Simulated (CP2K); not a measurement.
BAs under changes of volume

One of the cells (13.626 Å³/atom); the others are scaled copies at fixed shape and fractional positions:

```
CELL_PARAMETERS angstrom
3.37785 0.00000 0.00000
1.68892 2.92530 0.00000
1.68892 0.97510 2.75800
ATOMIC_POSITIONS crystal
As 0.75000 0.75000 0.75000
B 0.00000 0.00000 0.00000
```

```yaml
Program: CP2K 2026.2
Functional: LDA
Potentials_or_basis: GTH_POTENTIALS As GTH-PADE-q5, B GTH-PADE-q3; TZVP-MOLOPT-PBE-GTH basis
Density_cutoff: 6123 eV
k_mesh: 10 × 10 × 10
Occupations: fermi-dirac, width 0.05 eV
Spin: no spin polarisation
```

```csv
volume (Å³/atom),energy over the lowest point (meV/atom),pressure (GPa),gap on the mesh (eV)
12.809,?,?,?
13.081,0.00,1.5,1.15
13.354,0.01,-1.4,1.17
13.626,4.78,-4.1,1.19
13.899,13.89,-6.5,1.20
14.171,26.89,-8.7,1.22
14.444,43.42,-10.7,1.23
```

What does the run at 12.809 Å³/atom give?

Energy over the lowest point 5.32 meV/atom; pressure 4.8 GPa; gap on the mesh 1.14 eV.

Worked out: A Birch-Murnaghan fit of order 3 (a polynomial in V^(-2/3)) to the other rows has its minimum at 13.22 Å³/atom with B0 = V·E''(V) = 144 GPa and B' = 4.0. It gives 5.30 meV/atom at 12.809 Å³/atom, against the run's 5.32, and -dE/dV = 4.8 GPa, against 4.8. A straight line through the other rows of the gap, of slope 0.808 eV per unit of ln V, extrapolates to 1.14 eV, against the run's 1.14.

Energies are extrapolated to zero smearing.

Caveats: the basis of atomic orbitals isn't converged, which shifts pressures, moduli and gaps.

A mesh can miss the band edges. Spin-orbit coupling on As is left out.
